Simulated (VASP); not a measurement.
Input of a VASP 6.6.1 run:

The input INCAR:

```
ALGO = Normal
EDIFF = 1E-7
EDIFFG = -0.01
ENCUT = 600
GGA = PE
IBRION = 2
ISIF = 4
ISMEAR = 0
LASPH = T
LCHARG = F
LREAL = F
LWAVE = F
NELM = 80
NSW = 40
PREC = Accurate
SIGMA = 0.03
```

KPOINTS

```
k-points
0
Gamma
  12 12 6
```

File POSCAR:

```
Si                                      
1.0
    2.6968056855      0.0000000000      0.0000000000
   -1.3484028428      2.3355022327      0.0000000000
    0.0000000000      0.0000000000      4.5349564786
  Si            
     2
Direct
     0.3333333300000021    0.6666666699999979    0.2500000000000000
     0.6666666699999979    0.3333333300000021    0.7500000000000000
```

Potentials or basis: VASP PAW PBE potentials, release 64 (Si).

Run with:

```console
$ cat potpaw_PBE.64/Si/POTCAR > POTCAR
$ mpirun -np 1 vasp_std > vasp.out
```

**Question.** What does it give for the band gap on the k mesh?

**Answer.** None (metal or under the smearing width).

Final structure:
```
CELL_PARAMETERS angstrom
2.69681 0.00000 0.00000
-1.34840 2.33550 0.00000
0.00000 0.00000 4.53496
ATOMIC_POSITIONS crystal
Si 0.33333 0.66667 0.25000
Si 0.66667 0.33333 0.75000
```

Caveat: the relaxation stopped at its first step, so nothing moved.
